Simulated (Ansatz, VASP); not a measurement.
Rh: VASP beside Ansatz

The input INCAR:

```
  PREC = Accurate
  ENCUT = 520
  EDIFF = 1E-6
  ISMEAR = 1
  SIGMA = 1.0
  LREAL = F
  LASPH = T
  NELM = 60
  ALGO = Normal
  ISIF = 2
  LWAVE = F
  LCHARG = F
  GGA = PE
  NBANDS = 14
```

The input KPOINTS:

```
regular mesh
0
Gamma
  14 14 14
```

The input POSCAR:

```
Rh
1.0
    0.0000000000      1.9160595532      1.9160595532
    1.9160595532      0.0000000000      1.9160595532
    1.9160595532      1.9160595532      0.0000000000
Rh
1
Direct
    0.0000000000      0.0000000000      0.0000000000
```

Input for Ansatz:

```yaml
crystal:
  lattice:
    - [0.0, 1.9160595532, 1.9160595532]
    - [1.9160595532, 0.0, 1.9160595532]
    - [1.9160595532, 1.9160595532, 0.0]
  atoms:
    - { symbol: Rh, position: [0.0, 0.0, 0.0] }
hamiltonian:
  xc: pbe
  pseudopotentials:
    kind: paw
    azcp:
      Rh: "pseudopotentials/Rh.paw.azcp"
basis:
  ecutwfc: 420
  fft_grid_basis: typed
kpoints:
  mp_grid: { grid: [14, 14, 14], shift: [0, 0, 0] }
magnetization:
  spin_polarized: false
scf:
  occupations: { method: methfessel_paxton, width: 1.0 }
  lower_state_search: "off"
output:
  stress: true
```

Alike in both runs: task single point; functional PBE; k mesh 14 × 14 × 14; occupations methfessel-paxton of order 1, width 1 eV; no spin polarisation.

|  | VASP | Ansatz |
| --- | --- | --- |
| version | VASP 6.6.1 | Ansatz 0.2.0 |
| potentials or method | VASP PAW PBE potentials, release 64 (Rh_pv) | plane waves (420 eV) with PAW, scalar-relativistic |
| plane-wave cutoff (eV) | 520 | 420 |
| valence electrons in the cell | 15 | 17 |

```tsv
	VASP	Ansatz	Ansatz less VASP
pressure (GPa)	0.7	0.7	-0.04
```

With one functional, cell and mesh, what is left measures potentials, basis and numerics. The two sets of potentials don't hold the same shells in valence.
